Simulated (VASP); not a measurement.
The system is TaS2.

```
Ta S
1.0
     3.35000    0.00000    0.00000
    -1.67500    2.90119    0.00000
     0.00000    0.00000    5.86000
Ta S
1 2
Direct
  0.00000 0.00000 0.00000
  0.66667 0.33333 0.75000
  0.33333 0.66667 0.25000
```

| Item | Value |
| --- | --- |
| Program | VASP 6.6.1 |
| Task | relaxation of cell and atoms |
| Functional | MS2 |
| Potentials or basis | VASP PAW PBE potentials, release 64 (Ta_pv, S) |
| Cutoff | 600 eV |
| k mesh | 9 × 9 × 5 |
| Occupations | fermi-dirac, width 0.05 eV |
| Spin | no spin polarisation |

At the start: pressure 6.7 GPa; volume 18.98 Å³/atom.

**Question.** How do energy, volume and symmetry change on relaxing?

**Answer.** Over 17 steps the energy falls by 29.7 meV/atom and the volume is 20.46 Å³/atom (+7.8 %); space group P-3m1 (No. 164, to 0.05 Å).

Step by step:
| step | energy change (eV) | largest force (eV/Å) | pressure (GPa) | volume (Å³) |
| --- | --- | --- | --- | --- |
| 1 | 0.0000 | 1.0497 | 6.69 | 56.95 |
| 2 | 0.1636 | 1.6467 | -11.22 | 63.72 |
| 3 | -0.0703 | 0.0274 | -0.83 | 59.23 |
| 4 | -0.0704 | 0.0062 | -0.60 | 59.16 |
| 5 | -0.0795 | 0.0795 | -0.14 | 58.84 |
| 6 | -0.0805 | 0.1182 | 0.07 | 58.71 |
| 7 | -0.0816 | 0.0601 | 0.40 | 58.75 |
| 8 | -0.0824 | 0.0545 | 1.06 | 58.85 |
| 9 | -0.0827 | 0.0537 | 1.03 | 58.90 |
| 10 | -0.0835 | 0.0509 | 0.95 | 59.05 |
| 11 | -0.0849 | 0.0468 | 0.77 | 59.34 |
| 12 | -0.0869 | 0.0376 | 0.45 | 59.94 |
| 13 | -0.0885 | 0.0216 | -0.12 | 61.15 |
| 14 | -0.0886 | 0.0201 | -0.16 | 61.24 |
| 15 | -0.0889 | 0.0159 | -0.10 | 61.28 |
| 16 | -0.0892 | 0.0056 | 0.04 | 61.36 |
| 17 | -0.0892 | 0.0040 | 0.06 | 61.37 |

Final structure:
```
Ta S
1.0
     3.34848    0.00000    0.00000
    -1.67424    2.89987    0.00000
     0.00000    0.00000    6.32050
Ta S
1 2
Direct
  0.00000 0.00000 0.00000
  0.66667 0.33333 0.75775
  0.33333 0.66667 0.24225
```

Caveat: the PAW data sets were made with another functional, which shifts forces and pressure a little.
